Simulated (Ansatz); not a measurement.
A run of Ansatz 0.2.0 is set up as follows.

The input input.yaml:

```yaml
crystal:
  lattice:
    - [0.0, 2.3177461075, 2.3177461075]
    - [2.3177461075, 0.0, 2.3177461075]
    - [2.3177461075, 2.3177461075, 0.0]
  atoms:
    - { symbol: Cd, position: [0.0, 0.0, 0.0], spin: 1.0 }
    - { symbol: O, position: [0.5, 0.5, 0.5] }
kpoints:
  mp_grid: { grid: [10, 10, 10] }
scf:
  occupations: { method: cold, width: 0.025 }
  lower_state_search: light
hamiltonian:
  xc: { exchange: revpbe, correlation: lda }
  pseudopotentials:
    kind: all_electron
    lapw: { basis_error: 0.001 }
    nuclear_model: point
magnetization:
  spin_polarized: true
  initial_magnetization: 1.0
  spin_locking: { lock_magnetization: hard }
output:
  forces: true
  stress: true
  eigenvalues: true
  xc_energy_on_converged_density: [revpbe, lda, rpbe]
```

Potentials or basis: all-electron LAPW, point nuclei.

Run with:

```bash
$ ansatz run input.yaml --threads 1 --pin off --max-ram 2560MiB --backend cpu --events-out ev --progress --plain --runs-dir out
```

**Question.** Predict the pressure.

**Answer.** 41.5 GPa.

Caveat: the total moment is fixed, so each spin has its own Fermi level.
